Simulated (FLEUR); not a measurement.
Input of a FLEUR MaX-R8.1 (later development tree) run:

File inp.xml:

```xml
<?xml version="1.0" encoding="UTF-8" standalone="no"?>
<fleurInput fleurInputVersion="0.39">
   <comment>
      GaP                                                                                                 
   </comment>
   <calculationSetup>
      <cutoffs Kmax="5.05" Gmax="15.7" GmaxXC="15.7" numbands="0"/>
      <scfLoop itmax="60" minDistance="0.00001" maxIterBroyd="15" imix="Anderson" alpha="0.05" precondParam="0.0" spinf="2.0" sdNocoIR="T"/>
      <coreElectrons ctail="T" frcor="F" kcrel="0" coretail_lmax="0"/>
      <xcFunctional name="wc" relativisticCorrections="F"/>
      <magnetism jspins="1"/>
      <soc l_soc="F" theta="0.0" phi="0.0" spav="F"/>
      <expertModes spex="0" secvar="F"/>
      <geometryOptimization l_f="F" forcealpha="1.0" forcemix="BFGS" epsdisp="0.00001" epsforce="0.00001"/>
      <ldaU l_linMix="F" mixParam="0.05" spinf="1.0"/>
   </calculationSetup>
   <cell>
      <bzIntegration valenceElectrons="32.0" mode="hist" fermiSmearingEnergy="0.00183747">
         <kPointListSelection listName="default-1"/>
         <!-- k-points included here -->
         <xi:include xmlns:xi="http://www.w3.org/2001/XInclude" href="kpts.xml"> </xi:include>
      </bzIntegration>
      <!-- symmetry operations included here -->
      <xi:include xmlns:xi="http://www.w3.org/2001/XInclude" href="sym.xml"> </xi:include>
      <bulkLattice scale="1.0">
         <bravaisMatrix>
            <row-1>    0.0000000000000000     5.1499761210661497     5.1499761210661497</row-1>
            <row-2>    5.1499761210661497     0.0000000000000000     5.1499761210661497</row-2>
            <row-3>    5.1499761210661497     5.1499761210661497     0.0000000000000000</row-3>
         </bravaisMatrix>
      </bulkLattice>
   </cell>
   <atomSpecies>
      <species name="Gallium (Ga)" element="Ga" atomicNumber="31">
         <mtSphere radius="2.19" gridPoints="725" logIncrement="0.017"/>
         <atomicCutoffs lmax="9" lnonsphr="7"/>
         <electronConfig flipSpins="F">
            <coreConfig>(1s1/2) (2s1/2) (2p1/2) (2p3/2)</coreConfig>
            <valenceConfig>(3s1/2) (3p1/2) (3p3/2) (4s1/2) (3d3/2) (3d5/2) (4p1/2) (4p3/2)</valenceConfig>
            <stateOccupation state="(4p1/2)" spinUp="0.166667" spinDown="0.166667"/>
            <stateOccupation state="(4p3/2)" spinUp="0.333333" spinDown="0.333333"/>
         </electronConfig>
         <energyParameters s="4" p="4" d="3" f="4"/>
         <lo type="SCLO" l="0" n="3" eDeriv="0"/>
         <lo type="SCLO" l="1" n="3" eDeriv="0"/>
         <lo type="SCLO" l="1" n="3" eDeriv="1"/>
         <lo type="HELO" l="2" n="4" eDeriv="0"/>
         <lo type="HELO" l="2" n="4" eDeriv="1"/>
         <lo type="SCLO" l="3" n="4" eDeriv="2"/>
      </species>
      <species name="Phosphorous (P)" element="P" atomicNumber="15">
         <mtSphere radius="1.94" gridPoints="641" logIncrement="0.018"/>
         <atomicCutoffs lmax="8" lnonsphr="6"/>
         <electronConfig flipSpins="F">
            <coreConfig>(1s1/2) (2s1/2)</coreConfig>
            <valenceConfig>(2p1/2) (2p3/2) (3s1/2) (3p1/2) (3p3/2)</valenceConfig>
            <stateOccupation state="(3p1/2)" spinUp="0.500000" spinDown="0.500000"/>
            <stateOccupation state="(3p3/2)" spinUp="1.000000" spinDown="1.000000"/>
         </electronConfig>
         <energyParameters s="3" p="3" d="3" f="4"/>
         <lo type="SCLO" l="1" n="2" eDeriv="0"/>
         <lo type="SCLO" l="0" n="3" eDeriv="2"/>
         <lo type="SCLO" l="2" n="3" eDeriv="2"/>
         <lo type="SCLO" l="3" n="4" eDeriv="2"/>
      </species>
   </atomSpecies>
   <atomGroups>
      <atomGroup species="Gallium (Ga)">
         <relPos label="                   1">.0000000000 .0000000000 .0000000000</relPos>
         <force calculate="T" relaxXYZ="TTT"/>
      </atomGroup>
      <atomGroup species="Phosphorous (P)">
         <relPos label="                   2">-1.000/4.000 -1.000/4.000 -1.000/4.000</relPos>
         <force calculate="T" relaxXYZ="TTT"/>
      </atomGroup>
   </atomGroups>
   <output dos="F" band="F" slice="F">
      <checks vchk="F" cdinf="F"/>
      <bandDOS minEnergy="-.5*Htr" maxEnergy="0.5*Htr" sigma="0.015" storeEVData="T"/>
      <vacuumDOS vacdos="F" integ="F" star="F" nstars="0" locx1="0.0" locy1="0.0" locx2="0.0" locy2="0.0" nstm="0" tworkf="0.0"/>
      <unfoldingBand unfoldBand="F" supercellX="1" supercellY="1" supercellZ="1"/>
      <plotting iplot="0" polar="F">
         <plot TwoD="T" vec1="  1.0  0.0  0.0" vec2="  0.0  1.0  0.0" vec3="  0.0  0.0  1.0" zero="  0.0  0.0  0.0" file="plot"/>
      </plotting>
      <chargeDensitySlicing numkpt="0" minEigenval="0.0" maxEigenval="0.0" nnne="0" pallst="F"/>
      <specialOutput eonly="F"/>
      <moessbauerParams electricFieldGradient="T" isomerShift="T" coreHyperfine="T" valenceHyperfine="T"/>
      <magneticCircularDichroism mcd="F" energyLo="-10.0" energyUp="0.0"/>
   </output>
  <!-- We include the file relax.xml here to enable relaxations (see documentation) -->
  <xi:include xmlns:xi="http://www.w3.org/2001/XInclude" href="relax.xml"> <xi:fallback/> </xi:include>
</fleurInput>
```

crystal.txt

```
GaP
&input cartesian=F /
0.0000000000  2.7252500000  2.7252500000
2.7252500000  0.0000000000  2.7252500000
2.7252500000  2.7252500000  0.0000000000
1.8897261246
1.0 1.0 1.0

2
31 0.0000000000  0.0000000000  0.0000000000
15 0.7500000000  0.7500000000  0.7500000000

&kpt div1=8 div2=8 div3=8 gamma=T /
```

File inp.xml (bands):

```
<?xml version="1.0" encoding="UTF-8" standalone="no"?>
<fleurInput fleurInputVersion="0.39">
   <comment>
      GaP                                                                                                 
   </comment>
   <calculationSetup>
      <cutoffs Kmax="5.05" Gmax="15.7" GmaxXC="15.7" numbands="0"/>
      <scfLoop itmax="60" minDistance="0.00001" maxIterBroyd="15" imix="Anderson" alpha="0.05" precondParam="0.0" spinf="2.0" sdNocoIR="T"/>
      <coreElectrons ctail="T" frcor="F" kcrel="0" coretail_lmax="0"/>
      <xcFunctional name="wc" relativisticCorrections="F"/>
      <magnetism jspins="1"/>
      <soc l_soc="F" theta="0.0" phi="0.0" spav="F"/>
      <expertModes spex="0" secvar="F"/>
      <geometryOptimization l_f="F" forcealpha="1.0" forcemix="BFGS" epsdisp="0.00001" epsforce="0.00001"/>
      <ldaU l_linMix="F" mixParam="0.05" spinf="1.0"/>
   </calculationSetup>
   <cell>
      <bzIntegration valenceElectrons="32.0" mode="hist" fermiSmearingEnergy="0.00183747">
         <kPointListSelection listName="path-1"/>
         <!-- k-points included here -->
         <xi:include xmlns:xi="http://www.w3.org/2001/XInclude" href="kpts.xml"> </xi:include>
      </bzIntegration>
      <!-- symmetry operations included here -->
      <xi:include xmlns:xi="http://www.w3.org/2001/XInclude" href="sym.xml"> </xi:include>
      <bulkLattice scale="1.0">
         <bravaisMatrix>
            <row-1>    0.0000000000000000     5.1499761210661497     5.1499761210661497</row-1>
            <row-2>    5.1499761210661497     0.0000000000000000     5.1499761210661497</row-2>
            <row-3>    5.1499761210661497     5.1499761210661497     0.0000000000000000</row-3>
         </bravaisMatrix>
      </bulkLattice>
   </cell>
   <atomSpecies>
      <species name="Gallium (Ga)" element="Ga" atomicNumber="31">
         <mtSphere radius="2.19" gridPoints="725" logIncrement="0.017"/>
         <atomicCutoffs lmax="9" lnonsphr="7"/>
         <electronConfig flipSpins="F">
            <coreConfig>(1s1/2) (2s1/2) (2p1/2) (2p3/2)</coreConfig>
            <valenceConfig>(3s1/2) (3p1/2) (3p3/2) (4s1/2) (3d3/2) (3d5/2) (4p1/2) (4p3/2)</valenceConfig>
            <stateOccupation state="(4p1/2)" spinUp="0.166667" spinDown="0.166667"/>
            <stateOccupation state="(4p3/2)" spinUp="0.333333" spinDown="0.333333"/>
         </electronConfig>
         <energyParameters s="4" p="4" d="3" f="4"/>
         <lo type="SCLO" l="0" n="3" eDeriv="0"/>
         <lo type="SCLO" l="1" n="3" eDeriv="0"/>
         <lo type="SCLO" l="1" n="3" eDeriv="1"/>
         <lo type="HELO" l="2" n="4" eDeriv="0"/>
         <lo type="HELO" l="2" n="4" eDeriv="1"/>
         <lo type="SCLO" l="3" n="4" eDeriv="2"/>
      </species>
      <species name="Phosphorous (P)" element="P" atomicNumber="15">
         <mtSphere radius="1.94" gridPoints="641" logIncrement="0.018"/>
         <atomicCutoffs lmax="8" lnonsphr="6"/>
         <electronConfig flipSpins="F">
            <coreConfig>(1s1/2) (2s1/2)</coreConfig>
            <valenceConfig>(2p1/2) (2p3/2) (3s1/2) (3p1/2) (3p3/2)</valenceConfig>
            <stateOccupation state="(3p1/2)" spinUp="0.500000" spinDown="0.500000"/>
            <stateOccupation state="(3p3/2)" spinUp="1.000000" spinDown="1.000000"/>
         </electronConfig>
         <energyParameters s="3" p="3" d="3" f="4"/>
         <lo type="SCLO" l="1" n="2" eDeriv="0"/>
         <lo type="SCLO" l="0" n="3" eDeriv="2"/>
         <lo type="SCLO" l="2" n="3" eDeriv="2"/>
         <lo type="SCLO" l="3" n="4" eDeriv="2"/>
      </species>
   </atomSpecies>
   <atomGroups>
      <atomGroup species="Gallium (Ga)">
         <relPos label="                   1">.0000000000 .0000000000 .0000000000</relPos>
         <force calculate="T" relaxXYZ="TTT"/>
      </atomGroup>
      <atomGroup species="Phosphorous (P)">
         <relPos label="                   2">-1.000/4.000 -1.000/4.000 -1.000/4.000</relPos>
         <force calculate="T" relaxXYZ="TTT"/>
      </atomGroup>
   </atomGroups>
   <output dos="F" band="T" slice="F">
      <checks vchk="F" cdinf="F"/>
      <bandDOS minEnergy="-.5*Htr" maxEnergy="0.5*Htr" sigma="0.015" storeEVData="T"/>
      <vacuumDOS vacdos="F" integ="F" star="F" nstars="0" locx1="0.0" locy1="0.0" locx2="0.0" locy2="0.0" nstm="0" tworkf="0.0"/>
      <unfoldingBand unfoldBand="F" supercellX="1" supercellY="1" supercellZ="1"/>
      <plotting iplot="0" polar="F">
         <plot TwoD="T" vec1="  1.0  0.0  0.0" vec2="  0.0  1.0  0.0" vec3="  0.0  0.0  1.0" zero="  0.0  0.0  0.0" file="plot"/>
      </plotting>
      <chargeDensitySlicing numkpt="0" minEigenval="0.0" maxEigenval="0.0" nnne="0" pallst="F"/>
      <specialOutput eonly="F"/>
      <moessbauerParams electricFieldGradient="T" isomerShift="T" coreHyperfine="T" valenceHyperfine="T"/>
      <magneticCircularDichroism mcd="F" energyLo="-10.0" energyUp="0.0"/>
   </output>
  <!-- We include the file relax.xml here to enable relaxations (see documentation) -->
  <xi:include xmlns:xi="http://www.w3.org/2001/XInclude" href="relax.xml"> <xi:fallback/> </xi:include>
</fleurInput>
```

Potentials or basis: all-electron, FLAPW.

Run with:

```bash
$ inpgen -f crystal.txt -profile fastHighL
$ # inp.xml edited to the form shown
$ fleur_MPI
$ fleur_MPI   # second run, on inp.xml (bands)
```

Task: Predict the band gap on the k mesh.

Result: 1.51 eV, indirect (least direct gap 1.70 eV).

Task: Estimate the band gap along the path.

Result: 1.46 eV, indirect (least direct gap 1.70 eV).

Levels at the corners of the path, in eV from the valence-band top:
```tsv
point	band 13	band 14	band 15	band 16	band 17	band 18	band 19	band 20
Γ	-12.52	0.00	0.00	0.00	1.70	3.83	3.83	3.83
X	-9.53	-6.81	-2.70	-2.70	1.51	1.71	10.52	10.52
W	-9.43	-6.60	-3.62	-3.47	4.59	4.82	6.01	6.02
K	-9.56	-6.60	-3.99	-2.27	2.07	4.71	8.16	8.18
Γ	-12.52	0.00	0.00	0.00	1.70	3.83	3.83	3.83
L	-10.44	-6.69	-1.13	-1.13	1.57	4.65	4.65	8.07
U	-9.56	-6.60	-3.99	-2.27	2.07	4.71	8.16	8.18
W	-9.43	-6.60	-3.62	-3.47	4.59	4.82	6.01	6.02
L	-10.44	-6.69	-1.13	-1.13	1.57	4.65	4.65	8.07
K	-9.56	-6.60	-3.99	-2.27	2.07	4.71	8.16	8.18
U	-9.56	-6.60	-3.99	-2.27	2.07	4.71	8.16	8.18
X	-9.53	-6.81	-2.70	-2.70	1.51	1.71	10.52	10.52
```

**What was measured.**

From “Stacking defects in GaP nanowires: Electronic structure and optical properties”, 2018, arxiv:1810.01194, for a bulk crystal of GaP at 10 K: band gap 2.34 eV (indirect).

A measured gap of GaP is 2.34 eV (indirect; 10 K; quoted in “Stacking defects in GaP nanowires: Electronic structure and optical properties”, 2018, arxiv:1810.01194); the calculated 1.46 eV misses it by -0.88 eV. Spin-orbit coupling on Ga is left out. The value is that of Wu-Cohen GGA, without temperature or zero-point motion.
